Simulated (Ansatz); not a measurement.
## Moving the functional in LiCl

It takes space group Fm-3m (No. 225, cubic). The conventional cell has a = 5.130 Å, b = 5.130 Å, c = 5.130 Å, α = 90.00°, β = 90.00°, γ = 90.00°. Cl (site symmetry m-3m) has 6 Li at 2.56 Å as nearest neighbours. Around Li (site symmetry m-3m) lie 6 Cl at 2.56 Å.

Kept alike: task single point; k mesh 6 × 6 × 6; occupations fermi-dirac, width 0.05 eV; no spin polarisation. Program: Ansatz, PAW datasets made for the crystal. Cutoffs run from 200 to 220 eV. The mesh is that of the run's cell of 2 atoms. No spin-orbit coupling.

| functional | band gap (eV) | pressure (GPa) |
| --- | --- | --- |
| HSE06 | 7.721 | -0.27 |
| PBE | 6.326 | 0.40 |
| PBE0 | 8.440 | -0.37 |
| PBEsol | 6.125 | -1.25 |

Pressure is positive in compression, with a Pulay correction for the finite cutoff. A gap read on the mesh alone can miss an edge between its points.

The band gap runs from 6.125 (PBEsol) to 8.440 eV (PBE0). From PBE: HSE06 +1.395; PBE0 +2.114; PBEsol -0.201. The pressure runs from -1.25 (PBEsol) to 0.40 GPa (PBE). From PBE: HSE06 -0.67; PBE0 -0.77; PBEsol -1.65.
